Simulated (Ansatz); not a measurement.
**HgSe (F-43m): the size of the finite step**

```
CELL_PARAMETERS angstrom
0.00000 3.06709 3.06709
3.06709 0.00000 3.06709
3.06709 3.06709 0.00000
ATOMIC_POSITIONS crystal
Hg 0.00000 0.00000 0.00000
Se 0.75000 0.75000 0.75000
```

Computed, not measured; unless marked otherwise by PBEsol, PAW on Ansatz 0.2.0's default frozen-core files (fitted under PBE), scalar-relativistic. k mesh 14×14×14, strains of ±0.008, Fermi-Dirac smearing of 0.100 eV, cutoff 420 eV. The cell was relaxed by PAW under this functional.

Question: Elastic constants come from stresses at strains of ±0.008 (two-point stencil): C11 = 61.4, C12 = 46.4, C44 = 22.3 GPa. What does an amplitude of 0.08 give?

Answer: C11 = 61.5, C12 = 48.0, C44 = 22.4 GPa. A large step picks up anharmonic terms.

Limits of these numbers: frozen-core PAW files fitted under PBE, their cores solved anew for the functional of the run; the gap is closed or tiny at this level, so small that the run used smearing; responses move with mesh and smearing; no spin-orbit coupling on heavy atoms; the softest shear constant rests on one k mesh, and a soft shear can herald a distortion on cooling.
